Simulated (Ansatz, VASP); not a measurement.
One calculation of GaN, two programs

File INCAR:

```
PREC = Accurate ; ENCUT = 600
EDIFF = 1E-6 ; ISMEAR = 0
SIGMA = 0.01 ; LREAL = F
LASPH = T ; NELM = 100
ALGO = Normal ; ISIF = 3
LWAVE = F ; LCHARG = F
GGA = PS ; IBRION = 2
NSW = 80 ; EDIFFG = -0.001
```

The input KPOINTS:

```
Automatic mesh
0
Gamma
  10 10 10
```

The input POSCAR:

```
GaN
1.0
    0.0000000000      2.2491150748      2.2491150748
    2.2491150748      0.0000000000      2.2491150748
    2.2491150748      2.2491150748      0.0000000000
Ga N
1 1
Direct
    0.0000000000      0.0000000000      0.0000000000
    0.7500000000      0.7500000000      0.7500000000
```

Input for Ansatz:

```yaml
crystal:
  lattice:
    - [0.0, 2.2491150721, 2.2491150721]
    - [2.2491150721, 0.0, 2.2491150721]
    - [2.2491150721, 2.2491150721, 0.0]
  atoms:
    - { symbol: Ga, position: [0.0, 0.0, 0.0] }
    - { symbol: "N", position: [0.75, 0.75, 0.75] }
basis:
  ecutwfc: 420
kpoints:
  mp_grid: { grid: [10, 10, 10] }
hamiltonian:
  xc: pbesol
scf:
  occupations: { method: fixed }
output:
  forces: true
  stress: true
  eigenvalues: true
relax:
  adjacent_minimum: "off"
  f_tol: 0.001
  max_steps: 60
  cell: { stress_tol: 0.01 }
```

Alike in both runs: task relaxation of cell and atoms; functional PBEsol; k mesh 10 × 10 × 10; no spin polarisation.

```csv
,VASP,Ansatz
version,VASP 6.6.1,Ansatz 0.2.0
potentials or method,"VASP PAW PBE potentials, release 64 (Ga_d, N)","scalar-relativistic, plane waves, PAW"
plane-wave cutoff (eV),600,420
occupations,"gaussian, width 0.01 eV",fixed
valence electrons in the cell,18,18
```

```csv
,VASP,Ansatz,Ansatz less VASP
"gap on the k mesh at the Fermi level, each at its own relaxed structure (eV)",1.73,1.70,-0.031
relaxed volume (Å³/atom),11.35,11.38,+0.023
relaxed cell length with the largest relative difference (Å),3.179,3.181,+0.0021
```

Caveats: the PAW data sets were made with another functional, which shifts forces and pressure a little (VASP).
